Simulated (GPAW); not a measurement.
# GaP (F-43m) in GPAW: single point with BHandHLYP

Aim: the single point of GaP with BHandHLYP.

All numbers are computed with GPAW 26.7.0; they aren't measurements. Logs are shortened: lines on timing, memory, paths and dates and some standing lists are left out, and cuts for length are marked. The log counts tension as positive stress, the text compression.

### 1 Starting point

The structure is cubic, space group F-43m (No. 216). The conventional cell has a = 5.451 Å, b = 5.451 Å, c = 5.451 Å, α = 90.00°, β = 90.00°, γ = 90.00°. Around Ga (site symmetry -43m) lie 4 P at 2.36 Å. P (site symmetry -43m) has 4 Ga at 2.36 Å as nearest neighbours.

### 2 Single point, BHandHLYP

Contents of run.py:

```python
from ase.dft.bandgap import bandgap
from ase.io import read, write
from gpaw import GPAW, PW

atoms = read('POSCAR')

calc = GPAW(mode=PW(450),
            xc={'name': 'HYB_GGA_XC_BHANDHLYP', 'fraction': 0.5, 'omega': 0.0, 'backend': 'pw'},
            kpts={'size': (4, 4, 4), 'gamma': True},
            occupations={'name': 'fermi-dirac', 'width': 0.05},
            nbands=9,
            convergence={'density': 1e-05, 'energy': 1e-05},
            maxiter=60,
            txt='gpaw.txt')
atoms.calc = calc
energy = atoms.get_potential_energy()
calc.write('gs.gpw')
write('result.traj', atoms)
print(f'Energy: {energy:.6f} eV')
print('Fermi level:', round(calc.get_fermi_level(), 4), 'eV')
print(f'Gap: {bandgap(calc)[0]:.4f} eV, direct: {bandgap(calc, direct=True)[0]:.4f} eV')
```

Contents of POSCAR:

```
GaP
1.0
    0.0000000000      2.7252500000      2.7252500000
    2.7252500000      0.0000000000      2.7252500000
    2.7252500000      2.7252500000      0.0000000000
Ga P
1 1
Direct
    0.0000000000      0.0000000000      0.0000000000
    0.7500000000      0.7500000000      0.7500000000
```

Potentials or basis: GPAW PAW data sets (gpaw-data 1.2.1), pw.

Run with:

```
$ OMP_NUM_THREADS=1 python run.py
```

gpaw.txt:

```text
__  _  _
 | _ |_)|_||  |
 |__||  | ||/\| - 26.7.0

Input parameters:
  mode=PW(ecut=450.00000000000006),
  convergence={'density': 1e-05, 'energy': 1e-05},
  kpts=MonkhorstPack(size=(4, 4, 4), gamma=True),
  maxiter=60,
  nbands=9,
  occupations=Occupations(name='fermi-dirac', width=0.05),
  xc=XC(name='HYB_GGA_XC_BHANDHLYP', fraction=0.5, omega=0.0, backend='pw')

Diagonalizing LCAO Hamiltonian
Converting LCAO to pw mode

                    P

       Ga

Atoms  # Å, Bohr magnetons
|   | symbol |        x |        y |        z |    initial magnetic moments |
|---|--------|----------|----------|----------|-----------------------------|
| 0 |     Ga | 0.000000 | 0.000000 | 0.000000 | ( 0.0000,  0.0000,  0.0000) |
| 1 |      P | 4.087875 | 4.087875 | 4.087875 | ( 0.0000,  0.0000,  0.0000) |

Unit cell  # Å
| periodic |        x |        y |        z |  lengths |    angles |
|----------|----------|----------|----------|----------|-----------|
|      yes | 0.000000 | 2.725250 | 2.725250 | 3.854086 | 60.000000 |
|      yes | 2.725250 | 0.000000 | 2.725250 | 3.854086 | 60.000000 |
|      yes | 2.725250 | 2.725250 | 0.000000 | 3.854086 | 60.000000 |

Number of symmetries: 24
Symmetry operations  # r_c * U_cc + t_c -> r_c
|    | kind |            matrix            |
|----|------|------------------------------|
|  0 |  E   |  1, 0, 0,  0, 1, 0,  0, 0, 1 |
|  1 |  σ   |  1, 0, 0,  0, 0, 1,  0, 1, 0 |
|  2 |  σ   |  1, 0,-1,  0, 1,-1,  0, 0,-1 |
|  3 |  C3  |  1, 0,-1,  0, 0,-1,  0, 1,-1 |
|  4 |  C3  |  1,-1, 0,  0,-1, 1,  0,-1, 0 |
|  5 |  σ   |  1,-1, 0,  0,-1, 0,  0,-1, 1 |
|  6 |  σ   |  0, 1, 0,  1, 0, 0,  0, 0, 1 |
|  7 |  C3  |  0, 1, 0,  0, 0, 1,  1, 0, 0 |
|  8 |  C2  |  0, 1,-1,  1, 0,-1,  0, 0,-1 |
|  9 |  S4  |  0, 1,-1,  0, 0,-1,  1, 0,-1 |
| 10 |  C3  |  0, 0, 1,  1, 0, 0,  0, 1, 0 |
| 11 |  σ   |  0, 0, 1,  0, 1, 0,  1, 0, 0 |
| 12 |  S4  |  0, 0,-1,  1, 0,-1,  0, 1,-1 |
| 13 |  C3  |  0, 0,-1,  0, 1,-1,  1, 0,-1 |
| 14 |  S4  |  0,-1, 1,  1,-1, 0,  0,-1, 0 |
| 15 |  C2  |  0,-1, 1,  0,-1, 0,  1,-1, 0 |
| 16 |  C3  |  0,-1, 0,  1,-1, 0,  0,-1, 1 |
| 17 |  S4  |  0,-1, 0,  0,-1, 1,  1,-1, 0 |
| 18 |  S4  | -1, 1, 0, -1, 0, 1, -1, 0, 0 |
| 19 |  C3  | -1, 1, 0, -1, 0, 0, -1, 0, 1 |
| 20 |  C3  | -1, 0, 1, -1, 1, 0, -1, 0, 0 |
| 21 |  S4  | -1, 0, 1, -1, 0, 0, -1, 1, 0 |
| 22 |  σ   | -1, 0, 0, -1, 1, 0, -1, 0, 1 |
| 23 |  C2  | -1, 0, 0, -1, 0, 1, -1, 1, 0 |

BZ-sampling:
  Number of BZ points: 64
  Number of IBZ points: 8

  Monkhorst-Pack size: [4, 4, 4]
  Monkhorst-Pack shift: [0.125, 0.125, 0.125]

K-points  # in reciprocal-cell coordinates
|   |                                coordinates |     weight |
|---|--------------------------------------------|------------|
| 0 | (  0.00000000,   0.00000000,   0.00000000) | 0.01562500 |
| 1 | (  0.25000000,   0.25000000,   0.00000000) | 0.09375000 |
| 2 | (  0.25000000,   0.25000000,   0.25000000) | 0.12500000 |
| 3 | (  0.50000000,   0.25000000,  -0.25000000) | 0.09375000 |
| 4 | (  0.50000000,   0.25000000,   0.25000000) | 0.18750000 |
| 5 | (  0.50000000,   0.50000000,   0.00000000) | 0.04687500 |
| 6 | (  0.50000000,   0.50000000,   0.25000000) | 0.37500000 |
| 7 | (  0.50000000,   0.50000000,   0.50000000) | 0.06250000 |

Plane wave coefficients: 893
Cutoff: 450.00000000000006 eV

Spin-components: 1 (collinear spins)
Bands:           9
Projectors:      10
Spin-degeneracy: 2
Datatype:        complex128

Parallelization:
  kpt:    1
  domain: 1
  band:   1

Density:
  Valence electrons: 8.0
  Components: 1
  Grid points: [20 20 20]
  Charge: 0.0  # |e|

Potential:
  Grid points: [20 20 20]

species:
  Ga:
    name:    Gallium
    Z:       31.0
    valence: 3
    core:    28
    charge:  0.0  # [|e|]
    compensation charges:
      type: gauss
      rc: 0.37  # [Å]
      lmax: 2
    cutoffs:
      filter: 2.06  # [Å]
      core: 4.17  # [Å]
    projectors
    | kind |    occ | energy [eV] | rcut [Å] |
    |------|--------|-------------|----------|
    |   4s |  2.000 |      -8.945 |    1.164 |
    |   4p |  1.000 |      -2.580 |    1.164 |
    |    s |        |      18.266 |    1.164 |
    |    p |        |      24.631 |    1.164 |
    |    d |        |       0.000 |    1.164 |

    Using partial waves for Ga as LCAO basis

  P:
    name:    Phosphorus
    Z:       15.0
    valence: 5
    core:    10
    charge:  0.0  # [|e|]
    compensation charges:
      type: gauss
      rc: 0.30  # [Å]
      lmax: 2
    cutoffs:
      filter: 1.69  # [Å]
      core: 1.81  # [Å]
    projectors
    | kind |    occ | energy [eV] | rcut [Å] |
    |------|--------|-------------|----------|
    |   3s |  2.000 |     -13.968 |    0.953 |
    |   3p |  3.000 |      -5.506 |    0.953 |
    |    s |        |      13.244 |    0.953 |
    |    p |        |      21.705 |    0.953 |
    |    d |        |       0.000 |    0.953 |

    Using partial waves for P as LCAO basis

Reference energy: -62187.585188  # eV

eigensolver:
  PPCG
  Converge bands: occupied
  niter=2

density mixing:
  MSR1-Mixer
  Pratt-step length: 0.05
  Maximum mixing coefficient: 0.75
  Old densities: 10
  SVD Regularization: 0.005
  Good broyden scale: 1.0
  Trust region scale: 1.0
  Backstep threshold: 4.0
  History deletion threshold: 6.0
  Fourier metric: weight=20.0, sigma=0.015

occupation numbers:
  Fermi-Dirac:
    width: 0.0500  # eV

poisson solver:
  ecut: 3600.0000000000005  # eV

xc functional:
  name: HYB_GGA_XC_BHANDHLYP with 2 nearest neighbor stencil

convergence criteria:
- Maximum integral of absolute [dens]ity change: 1e-05 electrons / valence electron
- Maximum [total energy] change in last 3 cyles: 1e-05 eV / valence electron
- Maximum integral of absolute [eigenst]ate change: 4e-08 eV^2 / valence electron
maximum number of iterations: 60

IBZ(<points: 8, symmetries: 24>)
Occupied bands: 4
SCF iterations
|iter     | |      energy | eigst |  dens |
|---------|-|-------------|-------|-------|
|iter:   1| |-1330.750158 | +0.21 |       |
|iter:   2| |  -19.321177 | -0.27 | -0.61 |
|iter:   3| |  -19.157561 | -1.41 | -0.70 |
|iter:   4| |  -19.087893 | -1.83 | -0.93 |
|iter:   5| |  -19.105287 | -2.50 | -1.34 |
|iter:   6| |  -19.091437 | -2.44 | -1.56 |
|iter:   7| |  -19.083980 | -3.63 | -1.70 |
|iter:   8| |  -19.083064 | -3.72 | -2.08 |
|iter:   9| |  -19.083401 | -4.69 | -2.64 |
|iter:  10| |  -19.083298 | -5.51 | -2.64 |
|iter:  11| |  -19.083287 | -5.99 | -3.06 |
|iter:  12| |  -19.083296c| -7.12 | -3.44 |
|iter:  13| |  -19.083290c| -6.78 | -3.26 |
|iter:  14| |  -19.083288c| -6.61 | -3.52 |
|iter:  15| |  -19.083289c| -7.45c| -4.82 |
|iter:  16| |  -19.083289c| -8.63c| -4.19 |
|iter:  17| |  -19.083289c| -8.57c| -4.57 |
|iter:  18| |  -19.083289c| -9.20c| -5.89c|

Converged in 18 steps
Energy contributions relative to reference atoms: (reference = -62187.585188)

Energy contributions:
  Kinetic:          18.209081
  Coulomb:         -14.638652
  Zero:             -0.145705
  External:          0.000000
  Xc:             1297.431723
  Entropy:           0.000000
  Spinorbit:         0.000000
  Hybrid_Xc_Cc:     -1279.840384
  Hybrid_Xc_Vc:        -9.898071
  Hybrid_Xc_Vv:       -30.201281
  ----------------------------
  Free energy:     -19.083289
  Extrapolated:    -19.083289

dipole moment: (-10.808861, -10.808861, -10.808861)  # |e|*Ang

Fermi level: 5.492
Eigenvalues  # (at kpt = [0.000, 0.000, 0.000])
| band index |      eig [eV] | occ [0-2] |
|------------|---------------|-----------|
|          0 |       -11.401 |     2.000 |
|          1 |         3.668 |     2.000 |
|          2 |         3.668 |     2.000 |
|          3 |         3.668 |     2.000 |
|          4 |         8.900 |     0.000 |
|          5 |        10.919 |     0.000 |
|          6 |        10.919 |     0.000 |
|          7 |        10.919 |     0.000 |
|          8 |        16.316 |     0.000 |

Gap: 4.671 eV
Transition (v -> c):
  (s=0, k=0, n=3, [0.00, 0.00, 0.00]) -> (s=0, k=5, n=4, [0.50, 0.50, 0.00])
Direct/indirect transitions are different
Direct gap: 5.232 eV
Transition at: (s=0, k=0, n=3, [0.00, 0.00, 0.00])
# Writing to gs.gpw (mode='')
```

It took 6.2 min on 1 thread of Intel Xeon Platinum 8488C (Sapphire Rapids), shared host; peak memory 0.2 GiB.

What came out:

| Item | Value |
| --- | --- |
| Free energy | -19.0833 eV |
| Band gap on the k mesh | 4.67 eV, indirect (least direct gap 5.23 eV) |

Caveat: the k mesh is coarse (spacing up to 0.50 Å⁻¹), so the values aren't converged, least of all with exact exchange; exact exchange converges slowly with the k mesh, and this mesh is small.
